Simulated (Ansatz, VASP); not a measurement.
# Ga3Se: VASP beside Ansatz

```
Ga Se
1.0
     4.30055    0.00000    0.00000
     0.00000    4.30055    0.00000
     0.00000    0.00000    4.30055
Ga Se
3 1
Direct
  0.00000 0.50000 0.50000
  0.50000 0.00000 0.50000
  0.50000 0.50000 0.00000
  0.00000 0.00000 0.00000
```

Alike in both runs: task single point; functional PBE; k mesh 10 × 10 × 10; occupations gaussian, width 0.1 eV; no spin polarisation.

```csv
,VASP,Ansatz
version,VASP 6.6.1,Ansatz 0.2.0
potentials or method,"VASP PAW PBE potentials, release 64 (Ga_d, Se)","scalar-relativistic, plane waves, PAW"
plane-wave cutoff (eV),520,420
valence electrons in the cell,45,55
```

```tsv
	VASP	Ansatz	Ansatz less VASP
gap on the k mesh at the Fermi level (eV)	none	none	-
pressure (GPa)	3.6	3.4	-0.24
```

A gap of «none» marks a metal or a gap that the smearing closes. The functional is the same, so the differences come from potentials, cutoffs and numerics. The two sets of potentials don't hold the same shells in valence.
